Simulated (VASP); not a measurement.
# NaI (P4/mmm) in VASP: notebook

One crystal, NaI, is run at these levels: HSE(alpha, omega); tasks: single point.

Everything below comes from runs of VASP 6.6.1. Logs are shortened: lines on timing, memory, paths and dates and some standing lists are left out, and cuts for length are marked.

### 1 The crystal as given

Symmetry: P4/mmm, No. 123, tetragonal system. Conventional cell: a = 4.346 Å, b = 4.346 Å, c = 4.523 Å, α = 90.00°, β = 90.00°, γ = 90.00°. Na (site symmetry 4/mmm) is surrounded by 4 I at 3.07 Å. Around I (site symmetry 4/mmm) lie 4 Na at 3.07 Å.

The cell was built by a generator and needn't be a form met in nature.

### 2 Single point, HSE(alpha, omega)

File POSCAR:

```
NaI
1.0
    4.3457600000      0.0000000000      0.0000000000
    0.0000000000      4.3457600000      0.0000000000
    0.0000000000      0.0000000000      4.5228200000
Na I
1 1
Direct
    0.0000000000      0.0000000000      0.0000000000
    0.5000000000      0.5000000000      0.0000000000
```

File INCAR.step1:

```
ALGO = Normal
EDIFF = 1E-5
ENCUT = 520
GGA = PE
ISIF = 2
ISMEAR = -1
LASPH = True
LREAL = False
LWAVE = True
NBANDS = 14
NELM = 80
PREC = Accurate
SIGMA = 0.05
```

File INCAR.step2:

```
AEXX = 0.25
ALGO = Normal
EDIFF = 1E-6
ENCUT = 520
GGA = PE
HFSCREEN = 0.1
ISIF = 2
ISMEAR = -1
ISTART = 1
LASPH = True
LCHARG = False
LHFCALC = True
LREAL = False
LWAVE = False
NBANDS = 14
NELM = 80
PREC = Accurate
PRECFOCK = Fast
SIGMA = 0.05
```

File KPOINTS:

```
k-points
0
Gamma
  3 3 3
```

Potentials or basis: VASP PAW PBE potentials, release 64 (Na_pv, I).

Started as:

```bash
$ cat potpaw_PBE.64/Na_pv/POTCAR potpaw_PBE.64/I/POTCAR > POTCAR
$ cp INCAR.step1 INCAR
$ mpirun -np 1 vasp_std > vasp.out
$ cp INCAR.step2 INCAR
$ mpirun -np 1 vasp_std > vasp.out
```

OUTCAR:

```text
AEXX = 0.25
   EDIFF = 1E-6
   ENCUT = 520
   GGA = PE
   HFSCREEN = 0.1
   ISIF = 2
   ISMEAR = -1
   ISTART = 1
   LASPH = True
   LHFCALC = True
   LREAL = False
   NELM = 80
   PREC = Accurate
   PRECFOCK = Fast

 ion  position               nearest neighbor table
   1  0.000  0.000  0.000-   2 3.07   2 3.07   2 3.07   2 3.07
   2  0.500  0.500  0.000-   1 3.07   1 3.07   1 3.07   1 3.07

  LATTYP: Found a simple tetragonal cell.
 ALAT       =     4.3457600000
 C/A-ratio  =     1.0407431612

  Lattice vectors:

 A1 = (   4.3457600000,   0.0000000000,   0.0000000000)
 A2 = (   0.0000000000,   4.3457600000,   0.0000000000)
 A3 = (   0.0000000000,   0.0000000000,   4.5228200000)

Analysis of symmetry for initial positions (statically):
=====================================================================
 Subroutine PRICEL returns:
 Original cell was already a primitive cell.

 Routine SETGRP: Setting up the symmetry group for a
 simple tetragonal supercell.

 Subroutine GETGRP returns: Found 16 space group operations
 (whereof 16 operations were pure point group operations)
 out of a pool of 16 trial point group operations.

The static configuration has the point symmetry D_4h.

Analysis of symmetry for dynamics (positions and initial velocities):
=====================================================================
 Subroutine PRICEL returns:
 Original cell was already a primitive cell.

 Routine SETGRP: Setting up the symmetry group for a
 simple tetragonal supercell.

 Subroutine GETGRP returns: Found 16 space group operations
 (whereof 16 operations were pure point group operations)
 out of a pool of 16 trial point group operations.

The dynamic configuration has the point symmetry D_4h.

 Subroutine INISYM returns: Found 16 space group operations
 (whereof 16 operations are pure point group operations),
 and found     1 'primitive' translations

----------------------------------------------------------------------------------------

                                     Primitive cell

  volume of cell :      85.4163

  direct lattice vectors                    reciprocal lattice vectors
     4.345760000  0.000000000  0.000000000     0.230109348  0.000000000  0.000000000
     0.000000000  4.345760000  0.000000000     0.000000000  0.230109348  0.000000000
     0.000000000  0.000000000  4.522820000     0.000000000  0.000000000  0.221100995

  length of vectors
     4.345760000  4.345760000  4.522820000     0.230109348  0.230109348  0.221100995

  position of ions in fractional coordinates (direct lattice)
     0.000000000  0.000000000  0.000000000
     0.500000000  0.500000000  0.000000000

  ion indices of the primitive-cell ions
   primitive index   ion index
                 1           1
                 2           2

----------------------------------------------------------------------------------------

 KPOINTS: k-points

Automatic generation of k-mesh.
 Grid dimensions read from file:
 generate k-points for:    3    3    3

 Generating k-lattice:

  Cartesian coordinates                     Fractional coordinates (reciprocal lattice)
     0.076703116  0.000000000  0.000000000     0.333333333  0.000000000  0.000000000
     0.000000000  0.076703116  0.000000000     0.000000000  0.333333333  0.000000000
     0.000000000  0.000000000  0.073700332     0.000000000  0.000000000  0.333333333

  Length of vectors
     0.076703116  0.076703116  0.073700332

  Shift w.r.t. Gamma in fractional coordinates (k-lattice)
     0.000000000  0.000000000  0.000000000

 Subroutine IBZKPT returns following result:
 ===========================================

 Found      6 irreducible k-points:

 Following reciprocal coordinates:
            Coordinates               Weight
  0.000000  0.000000  0.000000      1.000000
  0.333333  0.000000  0.000000      4.000000
  0.333333  0.333333  0.000000      4.000000
  0.000000  0.000000  0.333333      2.000000
  0.333333  0.000000  0.333333      8.000000
  0.333333  0.333333  0.333333      8.000000
   k-points           NKPTS =      6   k-points in BZ     NKDIM =     27   number of bands    NBANDS=     14
   number of dos      NEDOS =    301   number of ions     NIONS =      2
   total plane-waves  NPLWV =  36864
   dimension x,y,z NGX =    32 NGY =   32 NGZ =   36
   dimension x,y,z NGXF=    64 NGYF=   64 NGZF=   72
   ions per type =               1   1
   NGX,Y,Z   is equivalent  to a cutoff of  12.24, 12.24, 13.23 a.u.
   NGXF,Y,Z  is equivalent  to a cutoff of  24.48, 24.48, 26.47 a.u.
 SYSTEM =  unknown system
   PREC   = accura    normal or accurate (medium, high low for compatibility)
   ISTART =      1    job   : 0-new  1-cont  2-samecut
   ICHARG =      0    charge: 1-file 2-atom 10-const
   ISPIN  =      1    spin polarized calculation?
   LNONCOLLINEAR =      F non collinear calculations
   LSORBIT =      F    spin-orbit coupling
   LASPH  =      T    aspherical Exc in radial PAW
   ENCUT  =  520.0 eV  38.22 Ry    6.18 a.u.   8.08  8.08  8.41*2*pi/ulx,y,z
   NELM   =     80;   NELMIN=  2; NELMDL=  0     # of ELM steps
   EDIFF  = 0.1E-05   stopping-criterion for ELM
   LREAL  =      F    real-space projection
   EDIFFG = 0.1E-04   stopping-criterion for IOM
   NSW    =      0    number of steps for IOM
   IBRION =     -1    ionic relax: 0-MD 1-quasi-New 2-CG
   NFREE  =      0    steps in history (QN), initial steepest desc. (CG)
   ISIF   =      2    stress and relaxation
   ISYM   =      3    0-nonsym 1-usesym 2-fastsym
   POTIM  = 0.5000    time-step for ionic-motion
   TEBEG  =    0.0;   TEEND  =   0.0 temperature during run
   PSTRESS=    0.0 pullay stress
   NELECT =      14.0000    total number of electrons
   NUPDOWN=      -1.0000    fix difference up-down
   EMIN   =  10.00;   EMAX   =-10.00  energy-range for DOS
   EFERMI =   0.00;   METHOD = LEGACY
   ISMEAR =    -1;   SIGMA  =   0.05  broadening in eV -4-tet -1-fermi 0-gaus
   EFERMI_NEDOS =   21; number of points for ismear=-14 and -15
   IALGO  =     38    algorithm
   IMIX   =      1    mixing-type and parameters
     AMIX     =   0.40;   BMIX     =  1.00
     AMIX_MAG =   1.60;   BMIX_MAG =  1.00
  volume/ion in A,a.u.               =      42.71       288.21
  Fermi-wavevector in a.u.,A,eV,Ry     =   0.895923  1.693049 10.921092  0.802678
  Thomas-Fermi vector in A             =   2.018316
   LORBIT       =      0    0 simple, 1 ext, 2 COOP (PROOUT), +10 PAW based schemes
   GGA     = PE    functional components
   LHFCALC =     T    Hartree Fock is set to
   PRECFOCK=fast      Normal, Fast or Accurate (Low or Medium for compatibility)
   ENCUT4O =  -1.0   cutoff for four orbital integrals eV
   NKREDX  =     1    reduce k-point grid by
   NKREDY  =     1    reduce k-point grid by
   NKREDZ  =     1    reduce k-point grid by
   AEXX    =    0.2500 exact exchange contribution
   HFSCREEN=    0.1000 screening length (either q_TF or 0.3 A-1)
   HFSCREENC=   0.1000 screening length for correlation (either q_TF or 0.3 A-1)
   ENCUTFOCK=  -1.0 apply spherical cutoff to Coloumb kernel
   IVDW    =     0    specifies the selected vdW correction
   LEPSILON=     F    determine dielectric tensor
   LRPA    =     F    only Hartree local field effects (RPA)
 non-spin polarized calculation
  energy-cutoff  :      520.00
  volume of cell :       85.42
 maximum number of plane-waves:      2325
  NGX = 18; NGY = 18; NGZ = 18

 number of electron      13.9999992 magnetization

 Free energy of the ion-electron system (eV)
  ---------------------------------------------------
  ext. energy  EPLUGINS =         0.00000000
  ---------------------------------------------------
  free energy    TOTEN  =        -6.17995611 eV

  energy without entropy =       -6.17995611  energy(sigma->0) =       -6.17995611

 E-fermi :   0.0994     XC(G=0):  -5.3757

 val. band max:       -1.0848573684   @ k =   0.3333   0.3333   0.0000
 cond. band min:       3.1951122268   @ k =   0.0000   0.0000   0.0000
 fundamental gap:      4.2799695952
 Fermi energy:         0.0993886872

 k-point     1 :       0.0000    0.0000    0.0000
  band No.  band energies     occupation
      1     -26.4949      2.00000
      2     -26.4420      2.00000
      3     -26.4420      2.00000
      4     -13.1000      2.00000
      5      -1.6216      2.00000
      6      -1.6216      2.00000
      7      -1.4375      2.00000
      8       3.1951      0.00000
      9       6.2250      0.00000
     10       6.9381      0.00000
     11      10.6076      0.00000
     12      11.2634      0.00000
     13      11.5592      0.00000
     14      11.5592      0.00000

 k-point     2 :       0.3333    0.0000    0.0000
  band No.  band energies     occupation
      1     -26.4946      2.00000
      2     -26.4461      2.00000
      3     -26.4410      2.00000
      4     -12.9340      2.00000
      5      -3.1688      2.00000
      6      -1.4995      2.00000
      7      -1.2590      2.00000
      8       4.6856      0.00000
      9       6.9532      0.00000
     10       7.6558      0.00000
     11       8.5022      0.00000
     12       8.6643      0.00000
     13      10.5121      0.00000
     14      11.8071      0.00000

 k-point     3 :       0.3333    0.3333    0.0000
  band No.  band energies     occupation
      1     -26.4944      2.00000
      2     -26.4451      2.00000
      3     -26.4450      2.00000
      4     -12.8026      2.00000
      5      -2.9284      2.00000
      6      -2.7810      2.00000
      7      -1.0849      2.00000
      8       4.7933      0.00000
      9       6.9686      0.00000
     10       8.8674      0.00000
     11       8.9157      0.00000
     12       9.1810      0.00000
     13       9.5308      0.00000
     14      11.2339      0.00000

 k-point     4 :       0.0000    0.0000    0.3333
  band No.  band energies     occupation
      1     -26.4960      2.00000
      2     -26.4419      2.00000
      3     -26.4419      2.00000
      4     -13.0154      2.00000
      5      -2.5103      2.00000
      6      -1.5203      2.00000
      7      -1.5203      2.00000
      8       4.4617      0.00000
      9       6.6313      0.00000
     10       6.9224      0.00000
     11       9.4092      0.00000
     12       9.4092      0.00000
     13      10.8636      0.00000
     14      11.4049      0.00000

 k-point     5 :       0.3333    0.0000    0.3333
  band No.  band energies     occupation
      1     -26.4957      2.00000
      2     -26.4460      2.00000
      3     -26.4409      2.00000
      4     -12.8548      2.00000
      5      -2.9837      2.00000
      6      -2.2225      2.00000
      7      -1.4085      2.00000
      8       4.9228      0.00000
      9       6.2727      0.00000
     10       8.9048      0.00000
     11       8.9383      0.00000
     12       9.0755      0.00000
     13      10.2663      0.00000
     14      11.1152      0.00000

 k-point     6 :       0.3333    0.3333    0.3333
  band No.  band energies     occupation
      1     -26.4955      2.00000
      2     -26.4450      2.00000
      3     -26.4449      2.00000
      4     -12.7278      2.00000
      5      -2.7618      2.00000
      6      -2.6326      2.00000
      7      -1.9651      2.00000
      8       5.1465      0.00000
      9       6.3782      0.00000
     10       6.6944      0.00000
     11       9.1469      0.00000
     12       9.8462      0.00000
     13      10.3475      0.00000
     14      10.8450      0.00000

------------------------ aborting loop because EDIFF is reached ----------------------------------------

  FORCE on cell =-STRESS in cart. coord.  units (eV):
  Direction    XX          YY          ZZ          XY          YZ          ZX
  --------------------------------------------------------------------------------------
  -------------------------------------------------------------------------------------
  Total        0.3254402      0.3254402      0.5418316      0.0000000      0.0000000     -0.0000000
  in kB        6.1043721      6.1043721     10.1632856      0.0000000      0.0000000     -0.0000000
  external PRESSURE =       7.4573433 kB  Pullay stress =       0.0000000 kB

 VOLUME and BASIS-vectors are now :
 -----------------------------------------------------------------------------
  energy-cutoff  :      520.00
  volume of cell :       85.42
      direct lattice vectors                 reciprocal lattice vectors
     4.345760000  0.000000000  0.000000000     0.230109348  0.000000000  0.000000000
     0.000000000  4.345760000  0.000000000     0.000000000  0.230109348  0.000000000
     0.000000000  0.000000000  4.522820000     0.000000000  0.000000000  0.221100995

 POSITION                                       TOTAL-FORCE (eV/Angst)
 -----------------------------------------------------------------------------------
      0.00000      0.00000      0.00000         0.000000      0.000000      0.000000
      2.17288      2.17288      0.00000         0.000000      0.000000      0.000000
 -----------------------------------------------------------------------------------
    total drift:                               -0.000001      0.000001     -0.000000

  FREE ENERGIE OF THE ION-ELECTRON SYSTEM (eV)
  ---------------------------------------------------
  free  energy   TOTEN  =        -6.1799561130 eV

  energy  without entropy=       -6.1799561130  energy(sigma->0) =       -6.17995611
```

It took 33 s on 1 thread of Intel Xeon Platinum 8488C (Sapphire Rapids), shared host; peak memory 0.28 GiB.

What came out:

```
Free energy            : -6.1800 eV
Pressure               : 0.7 GPa
Band gap on the k mesh : 4.28 eV, indirect (least direct gap 4.63 eV)
```

Levels at points of the mesh, in eV from the valence-band top:
```csv
k point,band 5,band 6,band 7,band 8,band 9,band 10
"(0.00, 0.00, 0.00)",-0.54,-0.54,-0.35,4.28,7.31,8.02
```

Caveat: the k mesh is coarse (spacing up to 0.48 Å⁻¹), so the values aren't converged, least of all with exact exchange; the PAW data sets were made with another functional, which shifts forces and pressure a little; spin-orbit coupling is left out, which moves the levels of the heavy elements; an odd mesh through Γ misses points on the zone boundary, where band edges often lie.

### 3 Single point, HSE(alpha, omega)

POSCAR is that of step 2.

INCAR.step1 is that of step 2.

INCAR.step2, as its differences from that of step 2:

```diff
@@ -5,3 +5,3 @@
 GGA = PE
-HFSCREEN = 0.1
+HFSCREEN = 0.15
 ISIF = 2
```

KPOINTS is that of step 2.

Potentials or basis: VASP PAW PBE potentials, release 64 (Na_pv, I).

Started as:

```bash
$ cat potpaw_PBE.64/Na_pv/POTCAR potpaw_PBE.64/I/POTCAR > POTCAR
$ cp INCAR.step1 INCAR
$ mpirun -np 1 vasp_std > vasp.out
$ cp INCAR.step2 INCAR
$ mpirun -np 1 vasp_std > vasp.out
```

It took 33 s on 1 thread of Intel Xeon Platinum 8488C (Sapphire Rapids), shared host; peak memory 0.28 GiB.

The run converged. Its results:

- Free energy: -6.0435 eV
- Pressure: 0.8 GPa
- Band gap on the k mesh: 4.10 eV, indirect (least direct gap 4.45 eV)

Stress tensor (GPa, compression positive):
```
0.65 0.00 0.00
0.00 0.65 0.00
0.00 0.00 1.05
```

Levels at points of the mesh, in eV from the valence-band top:
```
           k point  band 5  band 6  band 7  band 8  band 9  band 10
(0.00, 0.00, 0.00)   -0.54   -0.54   -0.35    4.10    7.12     7.84
```

Caveat: the k mesh is coarse (spacing up to 0.48 Å⁻¹), so the values aren't converged, least of all with exact exchange; the PAW data sets were made with another functional, which shifts forces and pressure a little; spin-orbit coupling is left out, which moves the levels of the heavy elements; an odd mesh through Γ misses points on the zone boundary, where band edges often lie.

(Continued in part 2 of 3.)
